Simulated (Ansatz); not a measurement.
# CoO (F-43m) in Ansatz: a series of runs, part 2 of 2

Ansatz 0.2.0. Earlier steps stand in the parts before.

## 4. Single point, PBE, collinear spin, random start

input.yaml reads:

```yaml
crystal:
  lattice:
    - [0.0, 2.34364184, 2.34364184]
    - [2.34364184, 0.0, 2.34364184]
    - [2.34364184, 2.34364184, 0.0]
  atoms:
    - { symbol: Co, position: [0.0, 0.0, 0.0], spin: 1.71 }
    - { symbol: O, position: [0.25, 0.25, 0.25] }
hamiltonian:
  xc: pbe
  pseudopotentials: { kind: paw }
magnetization:
  spin_polarized: true
kpoints:
  mp_grid: { grid: [10, 10, 10] }
scf:
  occupations: { method: fermi_dirac, width: 0.05 }
output:
  forces: true
  stress: true
  eigenvalues: true
```

Potentials or basis: Ansatz PAW.

The run is started by

```bash
$ ansatz run input.yaml --threads 2 --pin off --max-ram 5632MiB --backend cpu --events-out ev --progress --plain --runs-dir out
```

Output:

```text
Warning: RAYON_NUM_THREADS=2 ignored (pool sized by the plan → 2); use --threads N
Engine: ansatz 0.2.0, x86_64-unknown-linux-gnu
Pseudopotentials: kind: paw
Pseudopotential: Co, paw, valence charge 17, recommended cutoff 420 eV (normal), Co.paw.azcp
Pseudopotential: O, paw, valence charge 6, recommended cutoff 420 eV (normal), O.paw.azcp
Functional definition: PBE
  parameter kappa = 0.804
  parameter beta = 0.06672455060314922
  exchange = pbe_x(kappa = kappa, mu = beta*pi^2/3)
  correlation = pbe_c(beta = beta)
Crystal: 2 atoms, lattice volume = 25.746 Å³
Basis set: ecut = 420 eV, 531 PW (Γ), exchange–correlation on 48×48×48 points (8 copies of the dense FFT grid, shifted against one another)
Bands: 17, of which v1, the nominal top of the filled ones, is band 12 counted from 1 (11 counted from 0)
Symmetry: 24 space group operations
Space group: F-43m (ITA 216), of the structure as read, at distance tolerance 3.0e-5 Å
Magnetic group: BNS 216.74 (UNI 1576), of the structure as read, at distance tolerance 3.0e-5 Å
k-points: 47 of 1000 (time reversal used)
Non-local potential: Co, projectors of the file, l = 0: 3, l = 1: 2, l = 2: 3, l = 3: 1
Non-local potential: O, projectors of the file, l = 0: 2, l = 1: 2, l = 2: 1
PAW form: soft (Blöchl's): semilocal exchange-correlation on the pseudo side does not see the compensation charge
PAW one-centre angular grid: Co, 590 points (default); XC on 64 Gauss nodes
PAW one-centre angular grid: O, 110 points (default); XC on 64 Gauss nodes
Initial density: superposition of atomic densities (chi_scale 0.1, normalization cell, long waves kept (reshape's long-wave potential 0.00 eV rms))
Starting moments: Σ|m| = 1.71 μB on 1 of 2 sites
[... 11 lines left out ...]
SCF iter   7: F=—  HF=-5692.313720 eV  |F-HF|=—  |Δ(HF+E_count)|=   1.02e-2  Δρ=3.63e-3 (↑2.86e-3 ↓3.63e-3)  dr2=5.50e-3  dr2_m=8.03e-4  M=2.989 μB ∫|m|=2.992 μB  β_m=0.50  ethr=1.93e-4  ⟨swp⟩=2.1  Hψ=3134  notcnv=0  defer=54
SCF iter   8: F=—  HF=-5692.314110 eV  |F-HF|=—  |Δ(HF+E_count)|=   3.90e-4  Δρ=1.39e-3 (↑2.40e-4 ↓1.39e-3)  dr2=1.50e-4  dr2_m=1.28e-4  M=2.986 μB ∫|m|=2.989 μB  β_m=0.75  ethr=2.39e-5  ⟨swp⟩=2.2  Hψ=2778  notcnv=0  defer=54
SCF iter   9: F=—  HF=-5692.314415 eV  |F-HF|=—  |Δ(HF+E_count)|=   3.05e-4  Δρ=2.60e-4 (↑1.90e-4 ↓2.60e-4)  dr2=9.92e-6  dr2_m=6.87e-6  M=2.984 μB ∫|m|=2.987 μB  β_m=0.86  ethr=6.54e-7  ⟨swp⟩=2.0  Hψ=2641  notcnv=0  defer=54
SCF iter  10: F=—  HF=-5692.314557 eV  |F-HF|=—  |Δ(HF+E_count)|=   1.42e-4  Δρ=4.22e-5 (↑3.06e-5 ↓4.22e-5)  dr2=2.48e-7  dr2_m=2.18e-7  M=2.984 μB ∫|m|=2.986 μB  β_m=0.93  ethr=4.31e-8  ⟨swp⟩=2.0  Hψ=2432  notcnv=0  defer=54
SCF iter  11: F=—  HF=-5692.314558 eV  |F-HF|=—  |Δ(HF+E_count)|=   1.30e-7  Δρ=3.72e-6 (↑1.84e-6 ↓3.72e-6)  dr2=8.20e-10  dr2_m=1.36e-9  M=2.984 μB ∫|m|=2.986 μB  β_m=0.97  ethr=1.08e-9  ⟨swp⟩=2.5  Hψ=2663  notcnv=0  defer=54
SCF iter  12: F=-5692.314558 eV  HF=-5692.314558 eV  |F-HF|=1.22e-9  |Δ(HF+E_count)|=   1.10e-9  Δρ=2.14e-6 (↑9.52e-7 ↓2.14e-6)  dr2=1.31e-9  dr2_m=1.25e-10  M=2.984 μB ∫|m|=2.986 μB  ethr=3.57e-12  ⟨swp⟩=2.8  Hψ=5491  notcnv=0
SCF 1 converged in 12 iterations: F = -5692.314558 eV  dr2 = 1.31e-9
SCF converged after 12 iterations
Magnetization: 2.9837 μB (12.9919 up, 10.0081 down)
Absolute magnetization: 2.9864 μB (∫|ρ↑−ρ↓|, with the PAW one-centre terms)
Spin contamination: 0.0092 ħ² per cell (⟨S²⟩ above its minimum at these occupations)
Per-site moments (μB) at R_I (Å): [(2.4160699237183887, 0.8372320154599933), (0.33660025925386344, 0.8372320154599933)]
Free energy (F): -5692.314558 eV
Harris-Foulkes:  -5692.314558 eV  (|F-HF|=1.22e-9)
Internal energy: -5692.301721 eV  (E = F + TS)
E sigma→0 (E₀):  -5692.308139 eV
Entropy (-TS):   -0.012836 eV (-6.418 meV/atom)
Fermi energy:    9.156415 eV
--- Per-component energies (eV) ---
  E_band       = -405.449506
  E_kinetic    = 614.795430
  E_local      = -4038.984376  (includes V_loc(G=0)·N_el)
  E_nonlocal   = 512.573700
  E_hartree    = 1662.992847
  E_xc         = -227.437855
  E_vxc        = -292.105285  (∫ρ·V_xc dr)
  E_paw        = -1676.144238  (= ΣΔE_a)
  E_vpaw       = -527.714518  (= ΣTr[D̂ρ^β])
  E_aug_tail   = 0.002429  (compensation charges beyond the density's cutoff)
  E_ewald      = -2540.099658
  E_smearing   = -0.012836  (= −TS)
  E_closure    = 0.000000  (closes the sum)
  Σ components = -5692.314558   (vs F -5692.314558, Δ=0.00e0)
--- Forces (eV/Å), atoms counted from 1 ---
  atom   1  Co     0.00000000    -0.00000000     0.00000000
  atom   2  O     -0.00000000     0.00000000     0.00000000
  max |Σ_I F_I| component: 6.48e-17 eV/Å
--- Stress (GPa, compression-positive) ---
      -12.288751       0.000000      -0.000000
       -0.000000     -12.288751       0.000000
       -0.000000       0.000000     -12.288751
  P = ⅓ Tr σ = -12.2888 GPa (-122.888 kbar)
--- Band table (eV; the first three rows and the last of 94) ---
  k-point 0 ↑: bands = ["-87.4145", "-50.6854", "-50.6854", "-50.6854", "-9.9953", "3.6608", "3.6608", "3.6608", "6.9945", "6.9945", "9.0980", "9.1471", "9.1471", "9.1471", "22.3788", "22.3788", "22.3788"]
  k-point 1 ↑: bands = ["-87.4144", "-50.6865", "-50.6856", "-50.6856", "-9.9495", "3.5379", "3.6955", "3.6955", "6.9742", "6.9742", "8.6324", "9.0966", "9.0966", "9.7963", "21.4674", "22.4425", "22.4425"]
  k-point 2 ↑: bands = ["-87.4141", "-50.6895", "-50.6861", "-50.6861", "-9.8283", "3.2865", "3.7852", "3.7852", "6.9367", "6.9367", "8.0528", "8.9528", "8.9528", "10.8340", "19.7054", "22.4814", "22.4814"]
  k-point 46 ↓: bands = ["-84.3867", "-47.7366", "-47.7333", "-47.7309", "-8.7518", "4.0315", "4.6854", "5.2720", "8.7439", "8.9680", "9.1173", "10.1572", "10.4661", "16.4264", "18.8676", "19.4043", "20.4137"]
```

It took 1.1 s on 2 threads of AMD EPYC 9R45 (Zen 5), shared host; peak memory 0.38 GiB.

Results:

- Free energy: -5692.3146 eV
- Pressure: -12.3 GPa
- Band gap on the k mesh: none (metal or under the smearing width)
- Net moment: 2.98 μB per cell
- Absolute moment: 2.99 μB per cell
- Site moments: Co +2.42; O +0.34 μB

Caveat: the pressure holds a Pulay correction of +0.6 GPa for the finite cutoff; a cell with one magnetic atom can't hold antiferromagnetic order, which such compounds often take; semilocal functionals often make such compounds metallic where correlation or magnetic order opens a gap, which also shifts bond lengths. With open d or f shells a metallic result of PBE can be an artefact of self-interaction; +U or a hybrid may open a gap.

## 5. Single point, PBE, collinear spin, ferromagnetic start

Edit input.yaml of step 4 so:

```diff
@@ -6,3 +6,3 @@
   atoms:
-    - { symbol: Co, position: [0.0, 0.0, 0.0], spin: 1.71 }
+    - { symbol: Co, position: [0.0, 0.0, 0.0], spin: 3.5 }
     - { symbol: O, position: [0.25, 0.25, 0.25] }
@@ -21 +21,5 @@
   eigenvalues: true
+  write_density: true
+  write_potential: true
+  elf: true
+  volumetric_format: npy
```

The run is started by

```bash
$ ansatz run input.yaml --threads 2 --pin off --max-ram 5632MiB --backend cpu --events-out ev --progress --plain --runs-dir out
```

Run time: 1.3 s. Hardware: 2 threads of AMD EPYC 9R45 (Zen 5), shared host; peak memory 0.36 GiB.

Results (log left out):

```yaml
Free_energy: -5692.3146 eV
Pressure: -12.3 GPa
Band_gap_on_the_k_mesh: none (metal or under the smearing width)
Net_moment: 2.98 μB per cell
Absolute_moment: 2.99 μB per cell
Site_moments: Co +2.42; O +0.34 μB
```

Levels at points of the mesh, in eV from the Fermi level:
Spin up:
```tsv
k point	band 9	band 10	band 11	band 12	band 13	band 14	band 15	band 16	band 17	band 18
(0.00, 0.00, 0.00)	-2.16	-2.16	-0.06	-0.01	-0.01	-0.01	13.22	13.22	13.22	18.99
(0.00, 0.00, -0.50)	-2.59	-2.16	-2.16	-0.71	-0.71	5.14	6.50	12.75	12.75	16.28
(0.00, -0.50, -0.50)	-3.07	-1.91	-1.86	-1.86	-1.57	4.84	8.79	10.57	13.15	13.15
```
Spin down:
```
             k point  band 6  band 7  band 8  band 9  band 10  band 11  band 12  band 13  band 14  band 15
  (0.00, 0.00, 0.00)   -4.16   -4.16   -4.16   -0.39    -0.39     0.50     2.48     2.48     2.48    13.75
 (0.00, 0.00, -0.50)   -5.63   -4.00   -4.00   -0.18    -0.18     0.45     1.72     1.72     5.68     7.31
(0.00, -0.50, -0.50)   -5.67   -3.81   -3.81   -0.36    -0.08     0.06     1.08     1.08     5.84     9.72
```

Caveat: the pressure holds a Pulay correction of +0.6 GPa for the finite cutoff; a cell with one magnetic atom can't hold antiferromagnetic order, which such compounds often take; semilocal functionals often make such compounds metallic where correlation or magnetic order opens a gap, which also shifts bond lengths. With open d or f shells a metallic result of PBE can be an artefact of self-interaction; +U or a hybrid may open a gap.

## 6. Summary

```tsv
spin	gap on the mesh (eV)	pressure (GPa)	moment (μB)
off	none	-24.6	-
collinear, ferromagnetic start	none	-12.3	2.98
collinear, random start	none	-12.3	2.98
```

Alike in all rows: task single point; level PBE; potentials or basis Ansatz PAW; cell as given; k mesh 10 × 10 × 10; cutoff (eV) 420; smearing fermi-dirac 0.05 eV.

Every run on the cell as given and a fine mesh finds a metal.

Caveats: semilocal functionals often make such compounds metallic where correlation or magnetic order opens a gap, which also shifts bond lengths; a cell with one magnetic atom can't hold antiferromagnetic order, which such compounds often take (some runs); an odd number of electrons without spin polarisation forces a metal (some runs); a magnetic or distorted state may lie lower (some runs).

Total energies depend on the potentials used, so only differences within one code and one set of settings carry meaning.
